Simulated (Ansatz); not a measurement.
# SiC (Moissanite) (P6_3mc) in Ansatz: notebook

Runs on SiC (Moissanite). Level: PBEsol+D4. Tasks: single point, equation of state.

Program: Ansatz 0.2.0. These are calculated values, not measurements. Logs are shortened: lines on timing, memory, paths and dates and some standing lists are left out, and cuts for length are marked.

## Step 1: The crystal as given

Symmetry: P6_3mc, No. 186, hexagonal system. The conventional cell has a = 3.076 Å, b = 3.076 Å, c = 5.048 Å, α = 90.00°, β = 90.00°, γ = 120.00°. Around Si (site symmetry 3m) lie 4 C at 1.87 to 1.94 Å. C (site symmetry 3m) has 4 Si at 1.87 to 1.94 Å as nearest neighbours.

## Step 2: Single point, PBEsol+D4, 9.72 Å³/atom (volume scaled by 0.94)

input.yaml

```yaml
crystal:
  lattice:
    - [3.0132068704, 0.0, 0.0]
    - [-1.5066034352, 2.6095136966, 0.0]
    - [0.0, 0.0, 4.9449506768]
  atoms:
    - { symbol: Si, position: [0.6666666667, 0.3333333333, 0.5] }
    - { symbol: Si, position: [0.3333333333, 0.6666666667, 0.0] }
    - { symbol: C, position: [0.6666666667, 0.3333333333, 0.885] }
    - { symbol: C, position: [0.3333333333, 0.6666666667, 0.385] }
hamiltonian:
  xc: pbesol
  pseudopotentials: { kind: paw }
  dispersion: d4
kpoints:
  mp_grid: { grid: [10, 10, 5] }
scf:
  occupations: { method: fermi_dirac, width: 0.05 }
output:
  forces: true
  stress: true
  eigenvalues: true
```

Potentials or basis: Ansatz PAW.

Command:

```console
> ansatz run input.yaml --threads 2 --pin off --max-ram 5120MiB --backend cpu --events-out ev --progress --plain --runs-dir out
```

Standard output:

```text
Warning: RAYON_NUM_THREADS=2 ignored (pool sized by the plan → 2); use --threads N
Engine: ansatz 0.2.0, aarch64-unknown-linux-gnu
Pseudopotentials: kind: paw
Pseudopotential: Si, paw, valence charge 4, recommended cutoff 420 eV (normal), Si.paw.azcp
Pseudopotential: C, paw, valence charge 4, recommended cutoff 420 eV (normal), C.paw.azcp
Functional definition: PBEsol
  exchange = pbesol_x
  correlation = pbesol_c
Crystal: 4 atoms, lattice volume = 38.882 Å³
Basis set: ecut = 420 eV, 749 PW (Γ), exchange–correlation on 48×48×72 points (8 copies of the dense FFT grid, shifted against one another)
Bands: 12, of which v1, the nominal top of the filled ones, is band 8 counted from 1 (7 counted from 0)
Symmetry: 12 space group operations
Space group: P63mc (ITA 186), of the structure as read, at distance tolerance 3.4e-5 Å
k-points: 42 of 500 (time reversal used)
Non-local potential: Si, projectors of the file, l = 0: 2, l = 1: 2, l = 2: 2
Non-local potential: C, projectors of the file, l = 0: 2, l = 1: 2, l = 2: 1
PAW form: soft (Blöchl's): semilocal exchange-correlation on the pseudo side does not see the compensation charge
PAW frozen core: Si, regenerated for the run's functional, and the local potential with it (the file was generated under x = pbe(κ = 0.804, μ = 0.2195149727645171), c = pbe(β = 0.06672455060314922))
PAW frozen core: C, regenerated for the run's functional, and the local potential with it (the file was generated under x = pbe(κ = 0.804, μ = 0.2195149727645171), c = pbe(β = 0.06672455060314922))
PAW one-centre angular grid: Si, 110 points (default); XC on 64 Gauss nodes
PAW one-centre angular grid: C, 110 points (default); XC on 64 Gauss nodes
Initial density: superposition of atomic densities (neutral atoms: chi_scale 0, normalization atom), corrected by the library's trained network
Initial wavefunctions: pseudopotential atomic-orbital guess
Functional: x = pbesol(κ = 0.804, μ = 0.12345679012345678), c = pbesol(β = 0.046)
SCF iter   1: F=—  HF=-1738.044758 eV  |F-HF|=—  |Δ(HF+E_count)|=         —  Δρ=8.12e-3  dr2=3.03e-2  ethr=1.77e-3  ⟨swp⟩=5.2  Hψ=3319  notcnv=0
preconditioner: auto → none  [insulator: Δε(μ)=2.114 eV  Ē_g=12.242 eV  σ=0.050 eV  W_gap=1.00  n_scr=2 (ndim 8)  ℏωp=23.8 eV  f_vac=0.000  D(μ)=0.00/eV (n_scr^D=0)  ε∞_Penn≈4.8]
SCF iter   2: F=—  HF=-1738.036099 eV  |F-HF|=—  |Δ(HF+E_count)|=   8.66e-3  Δρ=2.13e-3  dr2=1.24e-3  ethr=1.90e-4  ⟨swp⟩=2.7  Hψ=1288  notcnv=0
SCF iter   3: F=—  HF=-1738.035775 eV  |F-HF|=—  |Δ(HF+E_count)|=   3.24e-4  Δρ=7.58e-4  dr2=1.42e-4  ethr=7.76e-6  ⟨swp⟩=2.0  Hψ=767  notcnv=0
SCF iter   4: F=—  HF=-1738.035771 eV  |F-HF|=—  |Δ(HF+E_count)|=   4.30e-6  Δρ=1.14e-4  dr2=2.49e-6  ethr=8.91e-7  ⟨swp⟩=2.0  Hψ=835  notcnv=0
SCF iter   5: F=—  HF=-1738.035756 eV  |F-HF|=—  |Δ(HF+E_count)|=   1.48e-5  Δρ=6.91e-6  dr2=1.37e-8  ethr=1.56e-8  ⟨swp⟩=2.0  Hψ=840  notcnv=0
SCF iter   6: F=-1738.035756 eV  HF=-1738.035756 eV  |F-HF|=6.59e-12  |Δ(HF+E_count)|=  6.91e-11  Δρ=1.91e-6  dr2=7.70e-10  ethr=8.54e-11  ⟨swp⟩=1.9  Hψ=1719  notcnv=0
the search or the solves at the SCF's close seem to have found levels that the self-consistency loop had missed (the run counts 1). By its estimate they hold under 1e-12 electrons; where the run keeps them, the occupations were computed again with them
SCF 1 converged in 6 iterations: F = -1738.035756 eV  dr2 = 7.70e-10
SCF converged after 6 iterations
Free energy (F): -1738.035756 eV
Harris-Foulkes:  -1738.035756 eV  (|F-HF|=6.59e-12)
Internal energy: -1738.035756 eV  (E = F + TS)
E sigma→0 (E₀):  -1738.035756 eV
Fermi energy:    11.598327 eV
--- Per-component energies (eV) ---
  E_band       = 66.350435
  E_kinetic    = 277.761056
  E_local      = -202.448052  (includes V_loc(G=0)·N_el)
  E_nonlocal   = 105.728105
  E_hartree    = 62.994394
  E_xc         = -211.683174
  E_vxc        = -221.419597  (∫ρ·V_xc dr)
  E_paw        = -1189.287988  (= ΣΔE_a)
  E_vpaw       = -19.259711  (= ΣTr[D̂ρ^β])
  E_aug_tail   = 0.000030  (compensation charges beyond the density's cutoff)
  E_ewald      = -580.419505
  E_disp       = -0.785944  (pairwise vdW)
  E_core_change = 0.105322  (= ΣΔE_core)
  E_smearing   = -0.000000  (= −TS)
  E_closure    = 0.000000  (closes the sum)
  Σ components = -1738.035756   (vs F -1738.035756, Δ=0.00e0)
--- Forces (eV/Å), atoms counted from 1 ---
  atom   1  Si     0.00000000     0.00000000     0.84623363
  atom   2  Si    -0.00000000    -0.00000000     0.84623363
  atom   3  C      0.00000000     0.00000000    -0.84623794
  atom   4  C     -0.00000000    -0.00000000    -0.84623794
  max |Σ_I F_I| component: 8.60e-6 eV/Å
--- Stress (GPa, compression-positive) ---
       15.589282       0.000000       0.000000
        0.000000      15.589282      -0.000000
        0.000000      -0.000000       7.956795
  P = ⅓ Tr σ = 13.0451 GPa (130.451 kbar)
--- Band table (eV; the first three rows and the last of 42) ---
  k-point 0: bands = ["-5.7206", "-1.9406", "1.3910", "8.9336", "8.9336", "10.2512", "10.2512", "10.5201", "15.6277", "17.1082", "17.3231", "17.3231"]
  k-point 1: bands = ["-5.5156", "-2.7253", "2.5102", "9.0436", "9.0436", "9.4273", "10.1074", "10.1074", "15.8080", "17.3743", "17.3743", "17.8226"]
  k-point 2: bands = ["-4.9091", "-3.9366", "4.6935", "7.1549", "9.3458", "9.3458", "9.7509", "9.7509", "16.3342", "17.1457", "17.6730", "17.6730"]
  k-point 41: bands = ["-0.9298", "-0.5485", "2.3470", "2.6874", "4.1532", "4.9720", "8.2264", "8.6918", "15.2487", "15.5800", "16.3522", "17.4833"]
```

Wall time 1.8 s (2 threads of Arm Neoverse V1, shared host); peak memory 0.31 GiB.

Results:

```
Free energy            : -1738.0358 eV
Pressure               : 13.0 GPa
Largest force          : 0.846 eV/Å
Band gap on the k mesh : 2.23 eV, indirect (least direct gap 4.09 eV)
```

Caveat: odd divisions of the mesh miss points on the zone boundary, where band edges often lie, so the gap on the mesh can be too wide; the pressure holds a Pulay correction of +0.3 GPa for the finite cutoff; the PAW data sets come from PBE, with cores solved anew for the run's functional, which leaves a small shift of forces and pressure.

## Step 3: Single point, PBEsol+D4, 9.93 Å³/atom (volume scaled by 0.96)

Edit input.yaml of step 2 so:

```diff
@@ -2,5 +2,5 @@
   lattice:
-    - [3.0132068704, 0.0, 0.0]
-    - [-1.5066034352, 2.6095136966, 0.0]
-    - [0.0, 0.0, 4.9449506768]
+    - [3.0344273363, 0.0, 0.0]
+    - [-1.5172136681, 2.6278911591, 0.0]
+    - [0.0, 0.0, 4.9797754205]
   atoms:
```

Potentials or basis: Ansatz PAW.

Command:

```console
> ansatz run input.yaml --threads 2 --pin off --max-ram 5120MiB --backend cpu --events-out ev --progress --plain --runs-dir out
```

Wall time 1.5 s (2 threads of Arm Neoverse V1, shared host); peak memory 0.3 GiB.

The run converged. Its results:

* Free energy: -1738.0885 eV
* Pressure: 7.5 GPa
* Largest force: 0.809 eV/Å
* Band gap on the k mesh: 2.26 eV, indirect (least direct gap 4.05 eV)

Caveat: odd divisions of the mesh miss points on the zone boundary, where band edges often lie, so the gap on the mesh can be too wide; the PAW data sets come from PBE, with cores solved anew for the run's functional, which leaves a small shift of forces and pressure.

## Step 4: Single point, PBEsol+D4, 10.13 Å³/atom (volume scaled by 0.98)

Edit input.yaml of step 3 so:

```diff
@@ -2,5 +2,5 @@
   lattice:
-    - [3.0344273363, 0.0, 0.0]
-    - [-1.5172136681, 2.6278911591, 0.0]
-    - [0.0, 0.0, 4.9797754205]
+    - [3.0553550827, 0.0, 0.0]
+    - [-1.5276775413, 2.6460151191, 0.0]
+    - [0.0, 0.0, 5.0141197845]
   atoms:
```

Command:

```console
> ansatz run input.yaml --threads 2 --pin off --max-ram 5120MiB --backend cpu --events-out ev --progress --plain --runs-dir out
```

Run time: 1.5 s. Hardware: 2 threads of Arm Neoverse V1, shared host; peak memory 0.31 GiB.

Results (log left out):

```yaml
Free_energy: -1738.1137 eV
Pressure: 2.4 GPa
Largest_force: 0.773 eV/Å
Band_gap_on_the_k_mesh: 2.30 eV, indirect (least direct gap 4.01 eV)
```

Caveat: odd divisions of the mesh miss points on the zone boundary, where band edges often lie, so the gap on the mesh can be too wide; the PAW data sets come from PBE, with cores solved anew for the run's functional, which leaves a small shift of forces and pressure.

## Step 5: Single point, PBEsol+D4, 10.34 Å³/atom

Edit input.yaml of step 4 so:

```diff
@@ -2,5 +2,5 @@
   lattice:
-    - [3.0553550827, 0.0, 0.0]
-    - [-1.5276775413, 2.6460151191, 0.0]
-    - [0.0, 0.0, 5.0141197845]
+    - [3.076, 0.0, 0.0]
+    - [-1.538, 2.663894142, 0.0]
+    - [0.0, 0.0, 5.048]
   atoms:
```

Command:

```console
> ansatz run input.yaml --threads 2 --pin off --max-ram 5120MiB --backend cpu --events-out ev --progress --plain --runs-dir out
```

Run time: 1.5 s. Hardware: 2 threads of Arm Neoverse V1, shared host; peak memory 0.3 GiB.

Results (log left out):

```
Free energy            : -1738.1142 eV
Pressure               : -2.2 GPa
Largest force          : 0.739 eV/Å
Band gap on the k mesh : 2.33 eV, indirect (least direct gap 3.96 eV)
```

Caveat: odd divisions of the mesh miss points on the zone boundary, where band edges often lie, so the gap on the mesh can be too wide; the PAW data sets come from PBE, with cores solved anew for the run's functional, which leaves a small shift of forces and pressure.

## Step 6: Single point, PBEsol+D4, 10.55 Å³/atom (volume scaled by 1.02)

Edit input.yaml of step 5 so:

```diff
@@ -2,5 +2,5 @@
   lattice:
-    - [3.076, 0.0, 0.0]
-    - [-1.538, 2.663894142, 0.0]
-    - [0.0, 0.0, 5.048]
+    - [3.0963714546, 0.0, 0.0]
+    - [-1.5481857273, 2.6815363392, 0.0]
+    - [0.0, 0.0, 5.0814314379]
   atoms:
@@ -22 +22,5 @@
   eigenvalues: true
+  write_density: true
+  write_potential: true
+  elf: true
+  volumetric_format: npy
```

Potentials or basis: Ansatz PAW.

Command:

```console
> ansatz run input.yaml --threads 2 --pin off --max-ram 5120MiB --backend cpu --events-out ev --progress --plain --runs-dir out
```

Run time: 1.9 s. Hardware: 2 threads of Arm Neoverse V1, shared host; peak memory 0.31 GiB.

The run converged. Its results:

```yaml
Free_energy: -1738.0922 eV
Pressure: -6.3 GPa
Largest_force: 0.707 eV/Å
Band_gap_on_the_k_mesh: 2.36 eV, indirect (least direct gap 3.92 eV)
```

Caveat: odd divisions of the mesh miss points on the zone boundary, where band edges often lie, so the gap on the mesh can be too wide; the PAW data sets come from PBE, with cores solved anew for the run's functional, which leaves a small shift of forces and pressure.

## Step 7: Single point, PBEsol+D4, 10.75 Å³/atom (volume scaled by 1.04)

Edit input.yaml of step 6 so:

```diff
@@ -2,5 +2,5 @@
   lattice:
-    - [3.0963714546, 0.0, 0.0]
-    - [-1.5481857273, 2.6815363392, 0.0]
-    - [0.0, 0.0, 5.0814314379]
+    - [3.1164783262, 0.0, 0.0]
+    - [-1.5582391631, 2.6989494007, 0.0]
+    - [0.0, 0.0, 5.1144286705]
   atoms:
@@ -22,5 +22 @@
   eigenvalues: true
-  write_density: true
-  write_potential: true
-  elf: true
-  volumetric_format: npy
```

Command:

```console
> ansatz run input.yaml --threads 2 --pin off --max-ram 5120MiB --backend cpu --events-out ev --progress --plain --runs-dir out
```

Run time: 1.5 s. Hardware: 2 threads of Arm Neoverse V1, shared host; peak memory 0.31 GiB.

The run converged. Its results:

```
Free energy            : -1738.0499 eV
Pressure               : -10.0 GPa
Largest force          : 0.676 eV/Å
Band gap on the k mesh : 2.39 eV, indirect (least direct gap 3.88 eV)
```

Caveat: odd divisions of the mesh miss points on the zone boundary, where band edges often lie, so the gap on the mesh can be too wide; the PAW data sets come from PBE, with cores solved anew for the run's functional, which leaves a small shift of forces and pressure.

## Step 8: Single point, PBEsol+D4, 10.96 Å³/atom (volume scaled by 1.06)

Edit input.yaml of step 7 so:

```diff
@@ -2,5 +2,5 @@
   lattice:
-    - [3.1164783262, 0.0, 0.0]
-    - [-1.5582391631, 2.6989494007, 0.0]
-    - [0.0, 0.0, 5.1144286705]
+    - [3.1363290418, 0.0, 0.0]
+    - [-1.5681645209, 2.7161406248, 0.0]
+    - [0.0, 0.0, 5.1470055276]
   atoms:
@@ -22 +22,5 @@
   eigenvalues: true
+  write_density: true
+  write_potential: true
+  elf: true
+  volumetric_format: npy
```

Command:

```console
> ansatz run input.yaml --threads 2 --pin off --max-ram 5120MiB --backend cpu --events-out ev --progress --plain --runs-dir out
```

Run time: 1.9 s. Hardware: 2 threads of Arm Neoverse V1, shared host; peak memory 0.32 GiB.

Results (log left out):

* Free energy: -1737.9892 eV
* Pressure: -13.4 GPa
* Largest force: 0.647 eV/Å
* Band gap on the k mesh: 2.37 eV, indirect (least direct gap 3.84 eV)

Caveat: odd divisions of the mesh miss points on the zone boundary, where band edges often lie, so the gap on the mesh can be too wide; the PAW data sets come from PBE, with cores solved anew for the run's functional, which leaves a small shift of forces and pressure.

## Step 9: Equation of state, PBEsol+D4

Potentials or basis: Ansatz PAW.

No new run: the results of the series are fitted here.

Results:

```
Equilibrium volume                        : 10.24 Å³/atom
Bulk modulus at fixed shape and positions : 226 GPa
Pressure derivative of the bulk modulus   : 4.0
```

Energy against volume, from the lowest point:
| volume (Å³/atom) | energy (meV/atom) |
| --- | --- |
| 9.721 | 19.62 |
| 9.927 | 6.43 |
| 10.134 | 0.12 |
| 10.341 | 0.00 |
| 10.548 | 5.51 |
| 10.755 | 16.09 |
| 10.961 | 31.27 |

Caveat: the cell was scaled at fixed shape and fractional positions, which overstates the stiffness of a crystal with free parameters, most of all of layers and chains.
